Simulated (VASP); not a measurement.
# Mg (P6_3/mmc) in VASP: further runs

One crystal, Mg, is run at these levels: PBE+D3(BJ); tasks: relaxation of cell and atoms, relaxation of shape and atoms at fixed volume.

Everything below comes from runs of VASP 6.6.1. Logs are shortened: lines on timing, memory, paths and dates and some standing lists are left out, and cuts for length are marked.

## 1. Starting point

Symmetry: P6_3/mmc, No. 194, hexagonal system. The conventional cell has a = 3.155 Å, b = 3.155 Å, c = 5.027 Å, α = 90.00°, β = 90.00°, γ = 120.00°. Mg (site symmetry -6m2) has 12 Mg at 3.10 to 3.15 Å as nearest neighbours.

## 2. Relaxation of cell and atoms, PBE+D3(BJ)

Input file INCAR:

```
SYSTEM = Mg
PREC = Accurate
ENCUT = 600
EDIFF = 1E-7
ISMEAR = 1
SIGMA = 0.1
LREAL = .False.
LASPH = .True.
NELM = 80
ALGO = Normal
ISIF = 3
LWAVE = .False.
LCHARG = .False.
GGA = PE
IVDW = 12
IBRION = 2
NSW = 90
EDIFFG = -0.005
```

Input file KPOINTS:

```
Automatic mesh
0
Gamma
  15 15 7
  0 0 0
```

Input file POSCAR:

```
Mg                                      
1.0
    3.1548621749      0.0000000000     -0.0000000000
   -1.5774310874      2.7321907889      0.0000000000
    0.0000000000     -0.0000000000      5.0270847279
  Mg            
     2
Direct
     0.3333333332999970    0.6666666667000030    0.2500000000000000
     0.6666666667000030    0.3333333332999970    0.7500000000000000
```

Potentials or basis: VASP PAW PBE potentials, release 64 (Mg).

Command:

```console
cat potpaw_PBE.64/Mg/POTCAR > POTCAR
mpirun -np 1 vasp_std > vasp.out
```

OUTCAR:

```text
SYSTEM = Mg
   PREC = Accurate
   ENCUT = 600
   EDIFF = 1E-7
   ISMEAR = 1
   LREAL = .False.
   LASPH = .True.
   NELM = 80
   ISIF = 3
   GGA = PE
   IVDW = 12
   IBRION = 2
   NSW = 90
   EDIFFG = -0.005
 IVDW          = 12

 ion  position               nearest neighbor table
   1  0.333  0.667  0.250-   2 3.10   2 3.10   2 3.10   2 3.10   2 3.10   2 3.10
   2  0.667  0.333  0.750-   1 3.10   1 3.10   1 3.10   1 3.10   1 3.10   1 3.10

  LATTYP: Found a hexagonal cell.
 ALAT       =     3.1548621749
 C/A-ratio  =     1.5934403626

  Lattice vectors:

 A1 = (   3.1548621749,   0.0000000000,   0.0000000000)
 A2 = (  -1.5774310874,   2.7321907889,   0.0000000000)
 A3 = (   0.0000000000,   0.0000000000,   5.0270847279)

Analysis of symmetry for initial positions (statically):
=====================================================================
 Subroutine PRICEL returns:
 Original cell was already a primitive cell.

 Routine SETGRP: Setting up the symmetry group for a
 hexagonal supercell.

 Subroutine GETGRP returns: Found 24 space group operations
 (whereof 12 operations were pure point group operations)
 out of a pool of 24 trial point group operations.

The static configuration has the point symmetry D_3d.
 The point group associated with its full space group is D_6h.

Analysis of symmetry for dynamics (positions and initial velocities):
=====================================================================
 Subroutine PRICEL returns:
 Original cell was already a primitive cell.

 Routine SETGRP: Setting up the symmetry group for a
 hexagonal supercell.

 Subroutine GETGRP returns: Found 24 space group operations
 (whereof 12 operations were pure point group operations)
 out of a pool of 24 trial point group operations.

The dynamic configuration has the point symmetry D_3d.
 The point group associated with its full space group is D_6h.

 Subroutine INISYM returns: Found 24 space group operations
 (whereof 12 operations are pure point group operations),
 and found     1 'primitive' translations

----------------------------------------------------------------------------------------

                                     Primitive cell

  volume of cell :      43.3319

  direct lattice vectors                    reciprocal lattice vectors
     3.154862175  0.000000000  0.000000000     0.316971058  0.183003325  0.000000000
    -1.577431087  2.732190789  0.000000000     0.000000000  0.366006651  0.000000000
     0.000000000  0.000000000  5.027084728     0.000000000  0.000000000  0.198922448

  length of vectors
     3.154862175  3.154862175  5.027084728     0.366006651  0.366006651  0.198922448

  position of ions in fractional coordinates (direct lattice)
     0.333333333  0.666666667  0.250000000
     0.666666667  0.333333333  0.750000000

  ion indices of the primitive-cell ions
   primitive index   ion index
                 1           1
                 2           2

----------------------------------------------------------------------------------------

 KPOINTS: Automatic mesh

Automatic generation of k-mesh.
 Grid dimensions read from file:
 generate k-points for:   15   15    7

 Generating k-lattice:

  Cartesian coordinates                     Fractional coordinates (reciprocal lattice)
     0.021131404  0.012200222  0.000000000     0.066666667  0.000000000  0.000000000
     0.000000000  0.024400443  0.000000000     0.000000000  0.066666667  0.000000000
     0.000000000  0.000000000  0.028417493     0.000000000  0.000000000  0.142857143

  Length of vectors
     0.024400443  0.024400443  0.028417493

  Shift w.r.t. Gamma in fractional coordinates (k-lattice)
     0.000000000  0.000000000  0.000000000

 Subroutine IBZKPT returns following result:
 ===========================================

 Found    108 irreducible k-points:

 Following reciprocal coordinates:
            Coordinates               Weight
  0.000000  0.000000  0.000000      1.000000
  0.066667  0.000000  0.000000      6.000000
  0.133333  0.000000  0.000000      6.000000
  0.200000  0.000000  0.000000      6.000000
  0.266667  0.000000  0.000000      6.000000
  0.333333  0.000000  0.000000      6.000000
[... 16 lines left out ...]
  0.333333  0.200000  0.000000     12.000000
  0.400000  0.200000  0.000000      6.000000
 [... further k-points ...]
   k-points           NKPTS =    108   k-points in BZ     NKDIM =    108   number of bands    NBANDS=      6
   number of dos      NEDOS =    301   number of ions     NIONS =      2
   total plane-waves  NPLWV =  31360
   dimension x,y,z NGX =    28 NGY =   28 NGZ =   40
   dimension x,y,z NGXF=    56 NGYF=   56 NGZF=   80
   ions per type =               2
   NGX,Y,Z   is equivalent  to a cutoff of  14.75, 14.75, 13.23 a.u.
   NGXF,Y,Z  is equivalent  to a cutoff of  29.51, 29.51, 26.46 a.u.
 SYSTEM =  Mg
   PREC   = accura    normal or accurate (medium, high low for compatibility)
   ISTART =      0    job   : 0-new  1-cont  2-samecut
   ICHARG =      2    charge: 1-file 2-atom 10-const
   ISPIN  =      1    spin polarized calculation?
   LNONCOLLINEAR =      F non collinear calculations
   LSORBIT =      F    spin-orbit coupling
   LASPH  =      T    aspherical Exc in radial PAW
   ENCUT  =  600.0 eV  44.10 Ry    6.64 a.u.   6.30  6.30 10.04*2*pi/ulx,y,z
   NELM   =     80;   NELMIN=  2; NELMDL= -5     # of ELM steps
   EDIFF  = 0.1E-06   stopping-criterion for ELM
   LREAL  =      F    real-space projection
   EDIFFG = -.5E-02   stopping-criterion for IOM
   NSW    =     90    number of steps for IOM
   IBRION =      2    ionic relax: 0-MD 1-quasi-New 2-CG
   NFREE  =      1    steps in history (QN), initial steepest desc. (CG)
   ISIF   =      3    stress and relaxation
   ISYM   =      2    0-nonsym 1-usesym 2-fastsym
   POTIM  = 0.5000    time-step for ionic-motion
   TEBEG  =    0.0;   TEEND  =   0.0 temperature during run
   PSTRESS=    0.0 pullay stress
   NELECT =       4.0000    total number of electrons
   NUPDOWN=      -1.0000    fix difference up-down
   EMIN   =  10.00;   EMAX   =-10.00  energy-range for DOS
   EFERMI =   0.00;   METHOD = LEGACY
   ISMEAR =     1;   SIGMA  =   0.10  broadening in eV -4-tet -1-fermi 0-gaus
   EFERMI_NEDOS =   21; number of points for ismear=-14 and -15
   IALGO  =     38    algorithm
   IMIX   =      4    mixing-type and parameters
     AMIX     =   0.40;   BMIX     =  1.00
     AMIX_MAG =   1.60;   BMIX_MAG =  1.00
  volume/ion in A,a.u.               =      21.67       146.21
  Fermi-wavevector in a.u.,A,eV,Ry     =   0.739876  1.398163  7.448054  0.547417
  Thomas-Fermi vector in A             =   1.834144
   LORBIT       =      0    0 simple, 1 ext, 2 COOP (PROOUT), +10 PAW based schemes
   GGA     = PE    functional components
   LHFCALC =     F    Hartree Fock is set to
   AEXX    =    0.0000 exact exchange contribution
   IVDW    =    12    specifies the selected vdW correction
   LEPSILON=     F    determine dielectric tensor
   LRPA    =     F    only Hartree local field effects (RPA)
 conjugate gradient relaxation of ions
 non-spin polarized calculation
 Methfessel and Paxton  Order N= 1 SIGMA  =   0.10
  energy-cutoff  :      600.00
  volume of cell :       43.33
 maximum number of plane-waves:      1466
 NGX is ok and might be reduce to    28
   NGX = 13   NGY = 13   NGZ = 21

 number of electron       4.0000000 magnetization

 Free energy of the ion-electron system (eV)
  ---------------------------------------------------
  ext. energy  EPLUGINS =         0.00000000
  ---------------------------------------------------
  free energy    TOTEN  =        -3.00033066 eV

  energy without entropy =       -2.99986432  energy(sigma->0) =       -3.00017521

 E-fermi :   2.9028     XC(G=0):  -8.6717

 val. band max:        2.8936869155   @ k =   0.4000   0.0667   0.2857
 cond. band min:       2.9247725680   @ k =   0.3333   0.1333   0.0000
 fundamental gap:      0.0310856525
 Fermi energy:         2.9027640548

 k-point     1 :       0.0000    0.0000    0.0000
  band No.  band energies     occupation
      1      -4.2422      2.00000
      2       1.2670      2.00000
      3       1.8820      2.00000
      4      14.0174      0.00000
      5      14.0174      0.00000
      6      14.2063      0.00000

 k-point     2 :       0.0667    0.0000    0.0000
  band No.  band energies     occupation
      1      -4.1523      2.00000
      2       1.3484      2.00000
      3       1.9686      2.00000
      4      12.2561      0.00000
      5      13.0704      0.00000
      6      13.9050      0.00000

 k-point     3 :       0.1333    0.0000    0.0000
  band No.  band energies     occupation
      1      -3.8833      2.00000
      2       1.5926      2.00000
      3       2.2259      2.00000
      4      10.1703      0.00000
      5      12.1794      0.00000
      6      12.9253      0.00000

 k-point     4 :       0.2000    0.0000    0.0000
  band No.  band energies     occupation
      1      -3.4367      2.00000
      2       2.0000      2.00000
      3       2.6443      2.00157
      4       8.1773      0.00000
      5      11.4361      0.00000
      6      11.8935      0.00000

 k-point     5 :       0.2667    0.0000    0.0000
  band No.  band energies     occupation
      1      -2.8152      2.00000
      2       2.5711      2.00003
      3       3.1913     -0.00035
      4       6.3486      0.00000
      5      10.8265      0.00000
      6      10.8423      0.00000

 k-point     6 :       0.3333    0.0000    0.0000
  band No.  band energies     occupation
      1      -2.0224      2.00000
      2       3.3063     -0.00000
      3       3.6076     -0.00000
      4       4.9485      0.00000
      5       9.4818      0.00000
      6       9.6804      0.00000

 k-point     7 :       0.4000   -0.0000    0.0000
  band No.  band energies     occupation
      1      -1.0633      2.00000
      2       2.6793      2.00696
      3       4.2054     -0.00000
      4       5.1850      0.00000
      5       7.9200      0.00000
      6       8.4734      0.00000

 k-point     8 :       0.4667    0.0000    0.0000
  band No.  band energies     occupation
      1       0.0549      2.00000
      2       1.3196      2.00000
      3       5.2605      0.00000
      4       6.1222      0.00000
      5       6.5325      0.00000
      6       7.2890      0.00000
[... 91 lines left out ...]
 k-point    19 :       0.3333    0.1333    0.0000
  band No.  band energies     occupation
      1      -0.8036      2.00000
      2       2.9248      0.63731
      3       4.4507     -0.00000
      4       5.2628      0.00000
      5       6.9594      0.00000
      6       8.1620      0.00000

 k-point    20 :       0.4000    0.1333    0.0000
  band No.  band energies     occupation
      1       0.3109      2.00000
      2       1.5713      2.00000
      3       5.5047      0.00000
      4       5.8864      0.00000
      5       6.7768      0.00000
      6       6.7790      0.00000

 k-point    21 :       0.2000    0.2000    0.0000
  band No.  band energies     occupation
      1      -1.8472      2.00000
      2       3.4698     -0.00000
      3       3.9240     -0.00000
      4       5.7107      0.00000
      5       6.4443      0.00000
      6      10.5907      0.00000

 k-point    22 :       0.2667    0.2000    0.0000
  band No.  band energies     occupation
      1      -0.9766      2.00000
      2       3.8311     -0.00000
      3       4.2874     -0.00000
      4       4.8349     -0.00000
      5       6.1501      0.00000
      6       9.1931      0.00000

 k-point    23 :       0.3333    0.2000    0.0000
  band No.  band energies     occupation
      1       0.0557      2.00000
      2       2.5537      2.00001
      3       4.8270     -0.00000
      4       5.2664      0.00000
      5       6.5579      0.00000
      6       7.7475      0.00000

 k-point    24 :       0.4000    0.2000    0.0000
  band No.  band energies     occupation
      1       1.2148      2.00000
      2       1.2663      2.00000
      3       4.8197     -0.00000
      4       6.2590      0.00000
      5       6.5943      0.00000
      6       7.0159      0.00000

 [... further k-points ...]

------------------------ aborting loop because EDIFF is reached ----------------------------------------

 Edisp (eV)   -0.60074

 E8    (eV) :    -0.2632

  FORCE on cell =-STRESS in cart. coord.  units (eV):
  Direction    XX          YY          ZZ          XY          YZ          ZX
  --------------------------------------------------------------------------------------
  -------------------------------------------------------------------------------------
  Total      -0.00708    -0.00708    -0.00686    -0.00000     0.00000     0.00000
  in kB      -0.26161    -0.26161    -0.25377    -0.00000     0.00000     0.00000
  external pressure =       -0.26 kB  Pullay stress =        0.00 kB

 VOLUME and BASIS-vectors are now :
 -----------------------------------------------------------------------------
  energy-cutoff  :      600.00
  volume of cell :       43.33
      direct lattice vectors                 reciprocal lattice vectors
     3.154862175  0.000000000  0.000000000     0.316971058  0.183003325  0.000000000
    -1.577431087  2.732190789  0.000000000     0.000000000  0.366006651  0.000000000
     0.000000000  0.000000000  5.027084728     0.000000000  0.000000000  0.198922448

 POSITION                                       TOTAL-FORCE (eV/Angst)
 -----------------------------------------------------------------------------------
     -0.00000      1.82146      1.25677        -0.000000      0.000000      0.000000
      1.57743      0.91073      3.77031         0.000000     -0.000000      0.000000
 -----------------------------------------------------------------------------------
    total drift:                                0.000000     -0.000000      0.000000

  FREE ENERGIE OF THE ION-ELECTRON SYSTEM (eV)
  ---------------------------------------------------
  free  energy   TOTEN  =        -3.6010696562 eV

  energy  without entropy=       -3.6006033121  energy(sigma->0) =       -3.60091421

 reached required accuracy - stopping structural energy minimisation
```

Wall time 23 s (1 thread of AMD EPYC 7R13 (Zen 3), shared host); peak memory 0.17 GiB.

Results:

```yaml
Free_energy: -3.6011 eV
Pressure_after_relaxing: 0.0 GPa
Band_gap_on_the_k_mesh: none (metal or under the smearing width)
Dispersion_energy_per_atom: -0.300 eV
```

Final structure:
```
Mg
1.0
     3.15486    0.00000    0.00000
    -1.57743    2.73219    0.00000
     0.00000    0.00000    5.02708
Mg
2
Direct
  0.33333 0.66667 0.25000
  0.66667 0.33333 0.75000
```

Caveat: the relaxation stopped at its first step, so nothing moved; pairwise dispersion overbinds metals, which lowers pressure and volume.

## 3. Relaxation of shape and atoms at fixed volume, PBE+D3(BJ) (a relaxed cell with its volume scaled by 0.94)

INCAR: that of step 2 with these lines changed.

```diff
@@ -10,3 +10,3 @@
 ALGO = Normal
-ISIF = 3
+ISIF = 4
 LWAVE = .False.
@@ -16,3 +16,3 @@
 IBRION = 2
-NSW = 90
-EDIFFG = -0.005
+NSW = 40
+EDIFFG = -0.01
```

KPOINTS is that of step 2.

Input file POSCAR:

```
Mg                                      
1.0
    3.0904591614      0.0000000000      0.0000000000
   -1.5452295807      2.6764161432      0.0000000000
    0.0000000000      0.0000000000      4.9244623668
  Mg            
     2
Direct
     0.3333333332999970    0.6666666667000030    0.2500000000000000
     0.6666666667000030    0.3333333332999970    0.7500000000000000
```

Potentials or basis: VASP PAW PBE potentials, release 64 (Mg).

Command:

```console
cat potpaw_PBE.64/Mg/POTCAR > POTCAR
mpirun -np 1 vasp_std > vasp.out
```

Wall time 22 s (1 thread of AMD EPYC 7R13 (Zen 3), shared host); peak memory 0.17 GiB.

It converged, with:

```yaml
Free_energy: -3.5797 eV
Pressure_after_relaxing: 2.8 GPa
Band_gap_on_the_k_mesh: none (metal or under the smearing width)
Dispersion_energy_per_atom: -0.320 eV
```

Stress tensor (GPa, compression positive):
```
2.76 0.00 0.00
0.00 2.76 0.00
0.00 0.00 2.87
```

Final structure:
```
Mg
1.0
     3.09046    0.00000    0.00000
    -1.54523    2.67642    0.00000
     0.00000    0.00000    4.92446
Mg
2
Direct
  0.33333 0.66667 0.25000
  0.66667 0.33333 0.75000
```

Levels at points of the mesh, in eV from the Fermi level:
| k point | band 1 | band 2 | band 3 | band 4 | band 5 |
| --- | --- | --- | --- | --- | --- |
| (0.00, 0.00, 0.00) | -7.43 | -1.74 | -1.02 | 11.47 | 11.47 |

Caveat: the relaxation stopped at its first step, so nothing moved; pairwise dispersion overbinds metals, which lowers pressure and volume.

(Part 1 of 2 ends here.)
